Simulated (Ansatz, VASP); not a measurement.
Bi in VASP and in Ansatz

```
Bi
1.0
     0.00000    2.39947    2.39947
     2.39947    0.00000    2.39947
     2.39947    2.39947    0.00000
Bi
1
Direct
  0.00000 0.00000 0.00000
```

Alike in both runs: task single point; functional r2SCAN; k mesh 12 × 12 × 12; occupations fermi-dirac, width 0.1 eV; no spin polarisation.

|  | VASP | Ansatz |
| --- | --- | --- |
| version | VASP 6.6.1 | Ansatz 0.2.0 |
| potentials or method | VASP PAW PBE potentials, release 64 (Bi_d) | plane waves (500 eV) with PAW, scalar-relativistic |
| plane-wave cutoff (eV) | 520 | 500 |
| valence electrons in the cell | 15 | 15 |

```csv
,VASP,Ansatz,Ansatz less VASP
pressure (GPa),9.2,9.2,0.00
```

The functional is the same, so the differences come from potentials, cutoffs and numerics.

Caveats: the PAW data sets were made with another functional, which shifts forces and pressure a little (VASP).
